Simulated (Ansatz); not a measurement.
Here is an Ansatz 0.2.0 calculation.

The input input.yaml:

```yaml
crystal:
  lattice:
    - [3.1831225544, 0.0, 0.0]
    - [-1.5915612772, 2.7566649955, 0.0]
    - [0.0, 0.0, 35.1805582101]
  atoms:
    - { symbol: W, position: [0.3333333333, 0.6666666667, 0.59231661] }
    - { symbol: W, position: [0.3333333333, 0.6666666667, 0.2234] }
    - { symbol: W, position: [0.6666666667, 0.3333333333, 0.7766] }
    - { symbol: W, position: [0.6666666667, 0.3333333333, 0.40768339] }
    - { symbol: S, position: [0.3333333333, 0.6666666667, 0.82114964] }
    - { symbol: S, position: [0.3333333333, 0.6666666667, 0.45202369] }
    - { symbol: S, position: [0.6666666667, 0.3333333333, 0.63662107] }
    - { symbol: S, position: [0.6666666667, 0.3333333333, 0.26774184] }
    - { symbol: S, position: [0.3333333333, 0.6666666667, 0.73225816] }
    - { symbol: S, position: [0.3333333333, 0.6666666667, 0.36337893] }
    - { symbol: S, position: [0.6666666667, 0.3333333333, 0.54797631] }
    - { symbol: S, position: [0.6666666667, 0.3333333333, 0.17885036] }
hamiltonian:
  xc: rpbe
  pseudopotentials: { kind: paw }
  dispersion: d3bj
kpoints:
  mp_grid: { grid: [10, 10, 1] }
scf:
  occupations: { method: fermi_dirac, width: 0.05 }
output:
  forces: true
  stress: true
  eigenvalues: true
  write_density: true
  write_potential: true
  elf: true
  volumetric_format: npy
relax:
  f_tol: 0.01
  max_steps: 40
  cell: { stress_tol: 0.05 }
```

Potentials or basis: Ansatz PAW.

Run with:

```bash
$ ansatz run input.yaml --threads 4 --pin off --max-ram 11264MiB --backend cpu --events-out ev --progress --plain --runs-dir out
```

**Question.** What does it give for the relaxed volume?

**Answer.** 14.63 Å³/atom.

**Question.** Estimate the relaxed cell.

**Answer.** a = 3.004 Å, b = 3.004 Å, c = 22.469 Å, α = 90.00°, β = 90.00°, γ = 120.00°.

**Question.** Predict the band gap on the k mesh.

**Answer.** 0.34 eV, indirect (least direct gap 1.72 eV).

**Question.** Estimate the space group after relaxing (to 0.05 Å).

**Answer.** P6_3/mmc (No. 194).

Step by step:
```csv
step,energy change (eV),largest force (eV/Å),volume (Å³)
1,0.0000,0.5845,308.70
2,-1.2833,0.2128,278.22
3,-1.6209,0.3182,261.37
4,-1.9047,0.1704,247.40
5,-1.9389,0.0837,243.56
6,-1.9397,0.0022,243.30
7,-1.9398,0.0070,243.02
8,-1.9410,0.0489,239.80
9,-1.9429,0.0794,235.57
10,-1.9456,0.0752,231.77
11,-1.9491,0.0389,228.30
12,-1.9527,0.0213,224.72
13,-1.9567,0.0517,221.12
14,-1.9616,0.0432,217.60
15,-1.9671,0.0966,214.19
16,-1.9745,0.0419,210.83
17,-1.9790,0.1940,207.95
18,-1.9934,0.0822,205.77
19,-2.0063,0.1052,201.25
20,-2.0264,0.0486,199.03
21,-2.0483,0.0546,196.16
22,-2.0748,0.0784,193.31
23,-2.1071,0.1037,190.55
24,-2.1466,0.1331,187.84
25,-2.1941,0.1659,185.25
26,-2.2565,0.2141,182.55
27,-2.3338,0.2512,179.91
28,-2.4252,0.2489,177.62
29,-2.4942,0.2194,175.24
30,-2.5121,0.0119,175.57
31,-2.5125,0.0022,175.62
32,-2.5027,0.0025,175.62
```

Caveat: the volume moved by over 15 % at a fixed basis, so the end points are rough; the plane-wave basis is chosen anew once the cell has moved, so the energies of steps on either side of that aren't comparable; spin-orbit coupling is left out, which moves the levels of the heavy elements; the PAW data sets come from PBE, with cores solved anew for the run's functional, which leaves a small shift of forces and pressure. RPBE gaps usually lie below the measured ones, often by a third to a half.
